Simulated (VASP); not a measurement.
Si, 2 atoms in the cell. It takes space group P6/mmm (No. 191, hexagonal). The conventional cell has a = 4.121 Å, b = 4.121 Å, c = 2.655 Å, α = 90.00°, β = 90.00°, γ = 120.00°. Si (site symmetry -6m2) has 5 Si at 2.38 to 2.65 Å as nearest neighbours. The cell was built by a generator and needn't be a form met in nature.

```yaml
Program: VASP 6.6.1
Task: relaxation of cell and atoms
Functional: PW91
Potentials_or_basis: VASP PAW PBE potentials, release 64 (Si)
Cutoff: 600 eV
k_mesh: 8 × 8 × 10
Occupations: fermi-dirac, width 0.05 eV
Spin: no spin polarisation
Further_INCAR_settings: ALGO = Normal; EDIFF = 1e-06; IBRION = 2; EDIFFG = -0.02; NSW = 60; ISIF = 3
```

Potentials or basis: VASP PAW PBE potentials, release 64 (Si).

The run is started by

```sh
$ cat potpaw_PBE.64/Si/POTCAR > POTCAR
$ mpirun -np 1 vasp_std > vasp.out
```

Hardware: 1 thread of Intel(R) Xeon(R) Platinum 8259CL CPU @ 2.50GHz (Skylake/Cascade Lake), with other jobs on the host.

Task: Estimate the wall time of this run.

Result: Run time: 67 s on 1 thread of Intel(R) Xeon(R) Platinum 8259CL CPU @ 2.50GHz (Skylake/Cascade Lake), with other jobs on the host, peak memory 0.18 GiB. Counts: scf iterations 19, k points 126, ion steps 3.
